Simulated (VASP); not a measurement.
Crystal: ZrSe2.

```xyz
3
Lattice="3.7385 0.0000 0.0000 -1.8693 3.2377 0.0000 0.0000 0.0000 6.0322" Properties=species:S:1:pos:R:3 pbc="T T T"
Zr   -1.8693    3.2377    0.0000
Se    0.0000    2.1584    1.5985
Se    1.8693    1.0792    4.4337
```

Base run:

| Item | Value |
| --- | --- |
| Program | VASP 6.6.1 |
| Functional | PBE-EpsX |
| Potentials or basis | VASP PAW PBE potentials, release 64 (Zr_sv, Se) |
| Cutoff | 520 eV |
| k mesh | 6 × 6 × 3 |
| Occupations | gaussian, width 0.03 eV |
| Spin | no spin polarisation |

Its results: band gap on the k mesh 0.40 eV, indirect (least direct gap 1.23 eV); pressure 2.5 GPa; largest force 0.106 eV/Å.

Task: The run is repeated on the same cell with these changes: functional from PBE-EpsX to HSE06. What comes out?

Result: Band gap on the k mesh 0.74 eV, indirect (least direct gap 1.67 eV); pressure 1.4 GPa; largest force 0.337 eV/Å.

Caveats: the PAW data sets were made with another functional, which shifts forces and pressure a little; the mesh misses the band edges, which the band path finds closer together.
